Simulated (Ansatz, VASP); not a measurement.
# Ag: VASP beside Ansatz

```
CELL_PARAMETERS angstrom
-1.61038 1.65353 1.61816
1.65931 -1.66055 1.67410
1.63933 1.68950 -1.62517
ATOMIC_POSITIONS crystal
Ag 0.00000 0.00000 0.00000
```

Change from the starting cell: cell sheared at random, sigma 0.01, atoms nudged by 0.01 Å.

Alike in both runs: task single point; functional PBE; k mesh 11 × 11 × 11; occupations fermi-dirac, width 0.05 eV; no spin polarisation.

|  | VASP | Ansatz |
| --- | --- | --- |
| version | VASP 6.6.1 | Ansatz 0.2.0 |
| potentials or method | VASP PAW PBE potentials, release 64 (Ag) | Ansatz PAW |
| plane-wave cutoff (eV) | 520 | 420 |
| valence electrons in the cell | 11 | 19 |

Ansatz gave:

| Item | Value |
| --- | --- |
| gap on the k mesh at the Fermi level (eV) | none |
| pressure (GPa) | -0.7 |
| largest component of the traceless stress (GPa) | 1.51 |

Q: Which values does VASP return?

A: gap on the k mesh at the Fermi level (eV): none; pressure (GPa): -0.8; largest component of the traceless stress (GPa): 1.50.

A gap of «none» marks a metal or a gap that the smearing closes. With one functional, cell and mesh, what is left measures potentials, basis and numerics. The two sets of potentials don't hold the same shells in valence.
